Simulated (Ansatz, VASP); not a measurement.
## HfB: VASP beside Ansatz

File INCAR:

```
  PREC = Accurate
  ENCUT = 520
  EDIFF = 1E-6
  ISMEAR = 0
  SIGMA = 0.15
  LREAL = False
  LASPH = True
  NELM = 60
  ALGO = Fast
  ISIF = 2
  LWAVE = False
  LCHARG = True
  GGA = PE
  LELF = True
  LVHAR = True
  NBANDS = 14
```

KPOINTS

```
regular mesh
0
Gamma
  16 16 16
```

Contents of POSCAR:

```
HfB
1.0
    0.0000000000      2.4168788130      2.4168788130
    2.2476972961      0.0000000000      2.4168788130
    2.2476972961      2.4168788130      0.0000000000
Hf B
1 1
Direct
    0.5000000000      0.5000000000      0.5000000000
    0.0000000000      0.0000000000      0.0000000000
```

Input for Ansatz:

```yaml
crystal:
  lattice:
    - [0.0, 2.416878813, 2.416878813]
    - [2.2476972961, 0.0, 2.416878813]
    - [2.2476972961, 2.416878813, 0.0]
  atoms:
    - { symbol: Hf, position: [0.5, 0.5, 0.5] }
    - { symbol: B, position: [0.0, 0.0, 0.0] }
basis:
  ecutwfc: 520.0
kpoints:
  mp_grid: { grid: [16, 16, 16] }
hamiltonian:
  xc: pbe
scf:
  occupations: { method: gaussian, width: 0.15 }
output:
  forces: true
  stress: true
  eigenvalues: true
```

Change from the starting cell: mode 4 frozen in at +0.000 Å, normal strain along x -0.0700.

Alike in both runs: task single point; functional PBE; k mesh 16 × 16 × 16; occupations gaussian, width 0.15 eV; no spin polarisation.

```csv
,VASP,Ansatz
version,VASP 6.6.1,Ansatz 0.2.0
potentials or method,"VASP PAW PBE potentials, release 64 (Hf_pv, B)","scalar-relativistic, plane waves, PAW"
plane-wave cutoff (eV),520,520
valence electrons in the cell,13,29
```

```tsv
	VASP	Ansatz	Ansatz less VASP
gap on the k mesh at the Fermi level (eV)	none	none	-
pressure (GPa)	16.3	15.8	-0.52
largest component of the traceless stress (GPa)	21.86	21.55	-0.312
```

A gap of «none» marks a metal or a gap that the smearing closes. The functional is the same, so the differences come from potentials, cutoffs and numerics. The two sets of potentials don't hold the same shells in valence.

Caveats: so large a pressure means that the cell lies far from this level's equilibrium, or that cutoff or potentials fall short (VASP). Spin-orbit coupling is left out, which matters for the levels of Hf.
